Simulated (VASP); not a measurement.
Wanted: the native input for a VASP 6.6.1 run.

```yaml
Task: relaxation of cell and atoms
Functional: optB88-vdW
Potentials_or_basis: VASP PAW PBE potentials, release 64 (W_sv, C)
Cutoff: 600 eV
k_mesh: 10 × 10 × 9
Occupations: fermi-dirac, width 0.05 eV
Spin: no spin polarisation
Further_INCAR_settings: ALGO = Normal; EDIFF = 1e-06; IBRION = 2; EDIFFG = -0.01; NSW = 40; ISIF = 3
```

The structure of WC (Qusongite) lies in POSCAR:

```
WC
1.0
    2.9065000000      0.0000000000      0.0000000000
   -1.4532500000      2.5171028361      0.0000000000
    0.0000000000      0.0000000000      2.8366000000
W C
1 1
Direct
    0.0000000000      0.0000000000      0.0000000000
    0.6666666667      0.3333333333      0.5000000000
```

These files were run (other wordings do the same):

INCAR

```
PREC     = Accurate       # precision mode
ENCUT    = 600            # plane-wave cutoff, eV
EDIFF    = 1E-6           # SCF threshold, eV
ISMEAR   = -1             # smearing method
SIGMA    = 0.05           # smearing width, eV
LREAL    = False          # projectors in reciprocal space
LASPH    = True           # aspherical terms in the spheres
NELM     = 100            # most SCF steps
ALGO     = Normal         # electronic algorithm
ISIF     = 3              # what is computed and relaxed
LWAVE    = False          # write WAVECAR
LCHARG   = False          # write CHGCAR
GGA      = BO             # functional
LUSE_VDW = True         
AGGAC    = 0.0          
PARAM1   = 0.1833333333 
PARAM2   = 0.22         
IBRION   = 2              # ionic algorithm
NSW      = 40             # ionic steps
EDIFFG   = -0.01          # ionic threshold
```

KPOINTS

```
regular mesh
0
Gamma
  10 10 9
```

Potentials or basis: VASP PAW PBE potentials, release 64 (W_sv, C).

Launch:

```bash
$ cat potpaw_PBE.64/W_sv/POTCAR potpaw_PBE.64/C/POTCAR > POTCAR
$ mpirun -np 1 vasp_std > vasp.out
```

It gave:

The relaxed volume is 10.60 Å³/atom. The relaxed cell is a = 2.929 Å, b = 2.929 Å, c = 2.854 Å, α = 90.00°, β = 90.00°, γ = 120.00°. The space group after relaxing (to 0.05 Å) is P-6m2 (No. 187), the energy gained by relaxing is 6.0 meV/atom and the ionic steps are 10. The pressure after relaxing is 0.0 GPa and the band gap on the k mesh is none (metal or under the smearing width).

Caveat: the PAW data sets were made with another functional, which shifts forces and pressure a little.

Wall time 3.8 min on 1 thread of Intel(R) Xeon(R) Platinum 8375C CPU @ 2.90GHz (Ice Lake), on a shared host, peak memory 0.28 GiB.
